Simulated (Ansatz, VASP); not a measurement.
One calculation of BP, two programs

Contents of INCAR:

```
PREC = Accurate ; ENCUT = 520
EDIFF = 1E-7 ; ISMEAR = -1
SIGMA = 0.05 ; LREAL = F
LASPH = T ; NELM = 100
ALGO = Normal ; ISIF = 2
LWAVE = F ; LCHARG = F
GGA = PS ; NBANDS = 11
```

KPOINTS

```
Automatic mesh
0
Gamma
  10 10 10
```

File POSCAR:

```
BP
1.0
    0.0000000000      2.2226808807      2.2226808807
    2.2226808807      0.0000000000      2.2226808807
    2.2226808807      2.2226808807      0.0000000000
P B
1 1
Direct
    0.7500000000      0.7500000000      0.7500000000
    0.0000000000      0.0000000000      0.0000000000
```

File input.yaml:

```yaml
crystal:
  lattice:
    - [0.0, 2.2226808807, 2.2226808807]
    - [2.2226808807, 0.0, 2.2226808807]
    - [2.2226808807, 2.2226808807, 0.0]
  atoms:
    - { symbol: P, position: [0.75, 0.75, 0.75] }
    - { symbol: B, position: [0.0, 0.0, 0.0] }
kpoints:
  mp_grid: { grid: [10, 10, 10] }
scf:
  occupations: { method: fermi_dirac, width: 0.05 }
hamiltonian:
  xc: pbesol
  pseudopotentials: { kind: all_electron, lapw: { basis_error: 0.0005 } }
output:
  forces: true
  stress: true
  eigenvalues: true
```

Change from the starting cell: volume scaled by 0.94.

Alike in both runs: task single point; functional PBEsol; k mesh 10 × 10 × 10; occupations fermi-dirac, width 0.05 eV; no spin polarisation.

```csv
,VASP,Ansatz
version,VASP 6.6.1,Ansatz 0.2.0
potentials or method,"VASP PAW PBE potentials, release 64 (P, B)","all-electron LAPW, scalar-relativistic"
plane-wave cutoff (eV),520,see its input
```

|  | VASP | Ansatz | Ansatz less VASP |
| --- | --- | --- | --- |
| gap on the k mesh at the Fermi level (eV) | 1.05 | 1.06 | +0.007 |
| least direct gap on the mesh (eV) | 3.46 | 3.47 | +0.010 |
| pressure (GPa) | 9.4 | 9.2 | -0.18 |

Ansatz ran all-electron here, so the differences hold the error of VASP's frozen core and of both bases.

Caveats: the PAW data sets were made with another functional, which shifts forces and pressure a little (VASP). A k mesh can miss the band edges.
